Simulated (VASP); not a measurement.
# Tl (P6_3/mmc) in VASP: a series of runs

The runs below take Tl through single point, electron localisation function, with PBEsol, LDA.

Program: VASP 6.6.1. These are calculated values, not measurements. Logs are shortened: lines on timing, memory, paths and dates and some standing lists are left out, and cuts for length are marked.

**1. Starting point**

It takes space group P6_3/mmc (No. 194, hexagonal). The conventional cell has a = 3.456 Å, b = 3.456 Å, c = 5.525 Å, α = 90.00°, β = 90.00°, γ = 120.00°. Tl (site symmetry -6m2) is surrounded by 12 Tl at 3.41 to 3.46 Å.

**2. Single point, PBEsol**

File run.py:

```python
from ase import Atoms
from ase.calculators.vasp import Vasp
from ase.dft.bandgap import bandgap

atoms = Atoms(
    ['Tl', 'Tl'],
    cell=[[3.456, 0.0, 0.0], [-1.728, 2.9929837955, 0.0], [0.0, 0.0, 5.525]],
    scaled_positions=[[0.6666666667, 0.3333333333, 0.75], [0.3333333333, 0.6666666667, 0.25]],
    pbc=True,
)
calc = Vasp(
    directory='calc',
    xc='pbesol',
    pp='PBE',
    setups='recommended',
    prec='Accurate',
    encut=520,
    ediff=1e-06,
    ismear=0,
    sigma=0.02,
    lreal=False,
    lasph=True,
    nelm=100,
    algo='Normal',
    isif=2,
    lwave=False,
    lcharg=False,
    kpts=[9, 9, 5],
    gamma=True,
    nbands=20,
)
atoms.calc = calc

print('energy (eV):', atoms.get_potential_energy())
print('free energy (eV):', atoms.get_potential_energy(force_consistent=True))
print('forces (eV/A):')
print(atoms.get_forces())
print('stress (eV/A^3, Voigt):', atoms.get_stress())
print('Fermi level (eV):', calc.get_fermi_level())
gap, top, bottom = bandgap(calc)
print('band gap (eV):', gap, 'from (spin, k, band)', top, 'to', bottom)
```

Potentials or basis: VASP PAW PBE potentials, release 64 (Tl_d).

Launch:

```bash
python run.py
```

The program printed:

```text
energy (eV): -5.23540776
free energy (eV): -5.23568522
forces (eV/A):
[[-0.  0.  0.]
 [ 0. -0.  0.]]
stress (eV/A^3, Voigt): [ 0.0003636   0.0003636  -0.00384461 -0.         -0.         -0.        ]
Fermi level (eV): 6.34943411
band gap (eV): 0.0 from (spin, k, band) (None, None, None) to (None, None, None)
```

OUTCAR:

```text
ENCUT = 520.000000
   EDIFF = 1.00e-06
   GGA = PS
   PREC = Accurate
   ISIF = 2
   ISMEAR = 0
   NELM = 100
   LASPH = .TRUE.
   LREAL = .FALSE.

 ion  position               nearest neighbor table
   1  0.667  0.333  0.750-   2 3.41   2 3.41   2 3.41   2 3.41   2 3.41   2 3.41
   2  0.333  0.667  0.250-   1 3.41   1 3.41   1 3.41   1 3.41   1 3.41   1 3.41

  LATTYP: Found a hexagonal cell.
 ALAT       =     3.4560000000
 C/A-ratio  =     1.5986689815

  Lattice vectors:

 A1 = (   3.4560000000,   0.0000000000,   0.0000000000)
 A2 = (  -1.7280000000,   2.9929837955,   0.0000000000)
 A3 = (   0.0000000000,   0.0000000000,   5.5250000000)

Analysis of symmetry for initial positions (statically):
=====================================================================
 Subroutine PRICEL returns:
 Original cell was already a primitive cell.

 Routine SETGRP: Setting up the symmetry group for a
 hexagonal supercell.

 Subroutine GETGRP returns: Found 24 space group operations
 (whereof 12 operations were pure point group operations)
 out of a pool of 24 trial point group operations.

The static configuration has the point symmetry D_3d.
 The point group associated with its full space group is D_6h.

Analysis of symmetry for dynamics (positions and initial velocities):
=====================================================================
 Subroutine PRICEL returns:
 Original cell was already a primitive cell.

 Routine SETGRP: Setting up the symmetry group for a
 hexagonal supercell.

 Subroutine GETGRP returns: Found 24 space group operations
 (whereof 12 operations were pure point group operations)
 out of a pool of 24 trial point group operations.

The dynamic configuration has the point symmetry D_3d.
 The point group associated with its full space group is D_6h.

 Subroutine INISYM returns: Found 24 space group operations
 (whereof 12 operations are pure point group operations),
 and found     1 'primitive' translations

----------------------------------------------------------------------------------------

                                     Primitive cell

  volume of cell :      57.1492

  direct lattice vectors                    reciprocal lattice vectors
     3.456000000  0.000000000  0.000000000     0.289351852  0.167057370  0.000000000
    -1.728000000  2.992983795  0.000000000     0.000000000  0.334114739  0.000000000
     0.000000000  0.000000000  5.525000000     0.000000000  0.000000000  0.180995475

  length of vectors
     3.456000000  3.456000000  5.525000000     0.334114739  0.334114739  0.180995475

  position of ions in fractional coordinates (direct lattice)
     0.666666667  0.333333333  0.750000000
     0.333333333  0.666666667  0.250000000

  ion indices of the primitive-cell ions
   primitive index   ion index
                 1           1
                 2           2

----------------------------------------------------------------------------------------

 KPOINTS: KPOINTS created by Atomic Simulation Env

Automatic generation of k-mesh.
 Grid dimensions read from file:
 generate k-points for:    9    9    5

 Generating k-lattice:

  Cartesian coordinates                     Fractional coordinates (reciprocal lattice)
     0.032150206  0.018561930  0.000000000     0.111111111 -0.000000000  0.000000000
     0.000000000  0.037123860  0.000000000     0.000000000  0.111111111  0.000000000
     0.000000000  0.000000000  0.036199095     0.000000000  0.000000000  0.200000000

  Length of vectors
     0.037123860  0.037123860  0.036199095

  Shift w.r.t. Gamma in fractional coordinates (k-lattice)
     0.000000000  0.000000000  0.000000000

 Subroutine IBZKPT returns following result:
 ===========================================

 Found     36 irreducible k-points:

 Following reciprocal coordinates:
            Coordinates               Weight
  0.000000  0.000000  0.000000      1.000000
  0.111111 -0.000000  0.000000      6.000000
  0.222222 -0.000000  0.000000      6.000000
  0.333333  0.000000  0.000000      6.000000
  0.444444 -0.000000  0.000000      6.000000
  0.111111  0.111111  0.000000      6.000000
[... 28 lines left out ...]
  0.333333  0.222222  0.400000     24.000000
  0.333333  0.333333  0.400000      4.000000
   k-points           NKPTS =     36   k-points in BZ     NKDIM =     36   number of bands    NBANDS=     20
   number of dos      NEDOS =    301   number of ions     NIONS =      2
   total plane-waves  NPLWV =  32928
   dimension x,y,z NGX =    28 NGY =   28 NGZ =   42
   dimension x,y,z NGXF=    56 NGYF=   56 NGZF=   84
   ions per type =               2
   NGX,Y,Z   is equivalent  to a cutoff of  13.47, 13.47, 12.64 a.u.
   NGXF,Y,Z  is equivalent  to a cutoff of  26.94, 26.94, 25.28 a.u.
 SYSTEM =  unknown system
   PREC   = accura    normal or accurate (medium, high low for compatibility)
   ISTART =      0    job   : 0-new  1-cont  2-samecut
   ICHARG =      2    charge: 1-file 2-atom 10-const
   ISPIN  =      1    spin polarized calculation?
   LNONCOLLINEAR =      F non collinear calculations
   LSORBIT =      F    spin-orbit coupling
   LASPH  =      T    aspherical Exc in radial PAW
   ENCUT  =  520.0 eV  38.22 Ry    6.18 a.u.   6.43  6.43 10.27*2*pi/ulx,y,z
   NELM   =    100;   NELMIN=  2; NELMDL= -5     # of ELM steps
   EDIFF  = 0.1E-05   stopping-criterion for ELM
   LREAL  =      F    real-space projection
   EDIFFG = 0.1E-04   stopping-criterion for IOM
   NSW    =      0    number of steps for IOM
   IBRION =     -1    ionic relax: 0-MD 1-quasi-New 2-CG
   NFREE  =      0    steps in history (QN), initial steepest desc. (CG)
   ISIF   =      2    stress and relaxation
   ISYM   =      2    0-nonsym 1-usesym 2-fastsym
   POTIM  = 0.5000    time-step for ionic-motion
   TEBEG  =    0.0;   TEEND  =   0.0 temperature during run
   PSTRESS=    0.0 pullay stress
   NELECT =      26.0000    total number of electrons
   NUPDOWN=      -1.0000    fix difference up-down
   EMIN   =  10.00;   EMAX   =-10.00  energy-range for DOS
   EFERMI =   0.00;   METHOD = LEGACY
   ISMEAR =     0;   SIGMA  =   0.02  broadening in eV -4-tet -1-fermi 0-gaus
   EFERMI_NEDOS =   21; number of points for ismear=-14 and -15
   IALGO  =     38    algorithm
   IMIX   =      4    mixing-type and parameters
     AMIX     =   0.40;   BMIX     =  1.00
     AMIX_MAG =   1.60;   BMIX_MAG =  1.00
  volume/ion in A,a.u.               =      28.57       192.83
  Fermi-wavevector in a.u.,A,eV,Ry     =   1.259107  2.379366 21.569987  1.585349
  Thomas-Fermi vector in A             =   2.392683
   LORBIT       =      0    0 simple, 1 ext, 2 COOP (PROOUT), +10 PAW based schemes
   GGA     = PS    functional components
   LHFCALC =     F    Hartree Fock is set to
   AEXX    =    0.0000 exact exchange contribution
   IVDW    =     0    specifies the selected vdW correction
   LEPSILON=     F    determine dielectric tensor
   LRPA    =     F    only Hartree local field effects (RPA)
 non-spin polarized calculation
 Gauss-broadening in eV      SIGMA  =   0.02
  energy-cutoff  :      520.00
  volume of cell :       57.15
 maximum number of plane-waves:      1558
 NGX is ok and might be reduce to    28
   NGX = 13   NGY = 13   NGZ = 21

 number of electron      26.0000004 magnetization

 Free energy of the ion-electron system (eV)
  ---------------------------------------------------
  ext. energy  EPLUGINS =         0.00000000
  ---------------------------------------------------
  free energy    TOTEN  =        -5.23568522 eV

  energy without entropy =       -5.23513029  energy(sigma->0) =       -5.23540776

 E-fermi :   6.3494     XC(G=0): -10.3692

 val. band max:        6.3418281927   @ k =   0.2222   0.2222   0.4000
 cond. band min:       6.3865781457   @ k =   0.2222   0.1111   0.2000
 fundamental gap:      0.0447499530
 Fermi energy:         6.3494341080

 k-point     1 :       0.0000    0.0000    0.0000
  band No.  band energies     occupation
      1      -5.3540      2.00000
      2      -5.1190      2.00000
      3      -5.0951      2.00000
      4      -5.0951      2.00000
      5      -5.0409      2.00000
      6      -5.0409      2.00000
[... 12 lines left out ...]
     19      17.1985      0.00000
     20      17.3060      0.00000

 k-point     2 :       0.1111   -0.0000    0.0000
  band No.  band energies     occupation
      1      -5.3165      2.00000
      2      -5.1570      2.00000
      3      -5.0542      2.00000
      4      -5.0427      2.00000
      5      -5.0335      2.00000
      6      -5.0117      2.00000
[... 12 lines left out ...]
     19      17.0343      0.00000
     20      18.1611      0.00000

 k-point     3 :       0.2222   -0.0000    0.0000
  band No.  band energies     occupation
      1      -5.3269      2.00000
      2      -5.1476      2.00000
      3      -5.1030      2.00000
      4      -5.0589      2.00000
      5      -5.0580      2.00000
      6      -4.9259      2.00000
[... 12 lines left out ...]
     19      16.3274      0.00000
     20      17.6466      0.00000

 k-point     4 :       0.3333    0.0000    0.0000
  band No.  band energies     occupation
      1      -5.4072      2.00000
      2      -5.2240      2.00000
      3      -5.1897      2.00000
      4      -5.1143      2.00000
      5      -4.9777      2.00000
      6      -4.8781      2.00000
[... 705 lines left out ...]
 k-point    35 :       0.3333    0.2222    0.4000
  band No.  band energies     occupation
      1      -5.3050      2.00000
      2      -5.2694      2.00000
      3      -5.1237      2.00000
      4      -5.1028      2.00000
      5      -5.0271      2.00000
      6      -4.8673      2.00000
[... 12 lines left out ...]
     19      16.6802      0.00000
     20      17.8422      0.00000

 k-point    36 :       0.3333    0.3333    0.4000
  band No.  band energies     occupation
      1      -5.2670      2.00000
      2      -5.2670      2.00000
      3      -5.1477      2.00000
      4      -4.9715      2.00000
      5      -4.9278      2.00000
      6      -4.9278      2.00000
[... 12 lines left out ...]
     19      16.0541      0.00000
     20      18.6256      0.00000

------------------------ aborting loop because EDIFF is reached ----------------------------------------

  FORCE on cell =-STRESS in cart. coord.  units (eV):
  Direction    XX          YY          ZZ          XY          YZ          ZX
  --------------------------------------------------------------------------------------
  -------------------------------------------------------------------------------------
  Total       -0.0207796     -0.0207796      0.2197166      0.0000000     -0.0000000      0.0000000
  in kB       -0.5825546     -0.5825546      6.1597498      0.0000000     -0.0000000      0.0000000
  external PRESSURE =       1.6648802 kB  Pullay stress =       0.0000000 kB

 VOLUME and BASIS-vectors are now :
 -----------------------------------------------------------------------------
  energy-cutoff  :      520.00
  volume of cell :       57.15
      direct lattice vectors                 reciprocal lattice vectors
     3.456000000  0.000000000  0.000000000     0.289351852  0.167057370  0.000000000
    -1.728000000  2.992983795  0.000000000     0.000000000  0.334114739  0.000000000
     0.000000000  0.000000000  5.525000000     0.000000000  0.000000000  0.180995475

 POSITION                                       TOTAL-FORCE (eV/Angst)
 -----------------------------------------------------------------------------------
      1.72800      0.99766      4.14375        -0.000000      0.000000      0.000000
     -0.00000      1.99532      1.38125         0.000000     -0.000000      0.000000
 -----------------------------------------------------------------------------------
    total drift:                               -0.000000      0.000000     -0.000000

  FREE ENERGIE OF THE ION-ELECTRON SYSTEM (eV)
  ---------------------------------------------------
  free  energy   TOTEN  =        -5.2356852167 eV

  energy  without entropy=       -5.2351302933  energy(sigma->0) =       -5.23540776
```

INCAR:

```text
ENCUT = 520.000000
SIGMA = 0.020000
EDIFF = 1.00e-06
ALGO = Normal
GGA = PS
PREC = Accurate
ISIF = 2
ISMEAR = 0
NBANDS = 20
NELM = 100
LASPH = .TRUE.
LCHARG = .FALSE.
LWAVE = .FALSE.
LREAL = .FALSE.
```

Wall time 24 s (1 thread of AMD EPYC 9R45 (Zen 5), shared host); peak memory 0.15 GiB.

What came out:

| Item | Value |
| --- | --- |
| Free energy | -5.2357 eV |
| Pressure | 0.2 GPa |
| Band gap on the k mesh | none (metal or under the smearing width) |

Stress tensor (GPa, compression positive):
```
-0.06  0.00  0.00
 0.00 -0.06  0.00
 0.00  0.00  0.62
```

Caveat: the PAW data sets were made with another functional, which shifts forces and pressure a little. The run has no spin-orbit coupling, so splittings on Tl are missing.

(Part 1 of 2 ends here.)
